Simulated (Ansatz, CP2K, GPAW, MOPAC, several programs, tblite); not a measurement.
# What cheap methods get right for WSe2

Aim: run WSe2 through methods of unlike cost and see what each gets, and at what price.

Program: MOPAC, tblite, CP2K, GPAW, Ansatz (versions at each run). Level of theory: no spin polarisation, static lattice; gaps from single points on the cell relaxed beforehand with r²SCAN+rVV10. These are calculated values, not measurements.

**1. The system as given**

Symmetry: P-6m2, No. 187, hexagonal system. The conventional cell has a = 3.297 Å, b = 3.297 Å, c = 7.184 Å, α = 90.00°, β = 90.00°, γ = 120.00°. W (site symmetry -6m2) has 6 Se at 2.53 Å as nearest neighbours. Se (site symmetry 3m) is surrounded by 3 W at 2.53 Å.

Coordinates:

```cif
data_structure
_symmetry_space_group_name_H-M 'P-6m2'
_symmetry_Int_Tables_number 187
_cell_length_a 3.2972
_cell_length_b 3.2972
_cell_length_c 7.1843
_cell_angle_alpha 90.000
_cell_angle_beta 90.000
_cell_angle_gamma 120.000
_cell_volume 67.64
loop_
_atom_site_label
_atom_site_type_symbol
_atom_site_symmetry_multiplicity
_atom_site_Wyckoff_symbol
_atom_site_fract_x
_atom_site_fract_y
_atom_site_fract_z
_atom_site_occupancy
W1 W 1 a 0.00000 0.00000 0.00000 1
Se1 Se 2 h 0.33333 0.66667 0.23192 1
```

The structure type (database structure) is imposed and need not be the compound's stable one.

**Question.** The methods are PM7, GFN1-xTB (tblite), GFN2-xTB (tblite), PBE/DZVP, PBE/single-zeta, PBE/SZV, coarse PBE, GLLB-SC, PBE, r2SCAN. What gap does r2SCAN give on this cell, and which other methods (full PBE left aside) come nearest to r2SCAN and farthest in gap?

| quantity | value |
| --- | --- |
| r2SCAN | gap 1.49 eV |
| gap: nearest and farthest of the other methods | PBE/DZVP, PBE/single-zeta (about 0.10 eV off); GLLB-SC (+0.55 eV) |

What this shows: For the gap (full PBE left aside), PBE/DZVP, PBE/single-zeta tie for nearest to r2SCAN; GLLB-SC is farthest. A minimal basis or a coarse cutoff and mesh shifts results by its own error, so closeness to r2SCAN can be chance. Cluster runs see only the k-points that fold onto the zone centre, so their gaps can miss the band edges. GLLB-SC is compared with its derivative discontinuity added. PM7 ended in an unphysical state and is left out of the comparison. No r2SCAN modulus is at hand, so moduli aren't ranked. CPU times run from 2.1 s (coarse PBE) to 2.7 min (PM7). On this cell PM7 cost more than r2SCAN itself (28 s), so it is no saving here. A cluster method computes far more atoms than the primitive cell, so on a small crystal it can cost more than plane waves. r2SCAN is a yardstick, not the truth: it usually gives gaps below the measured ones. Spin-orbit coupling is left out throughout.
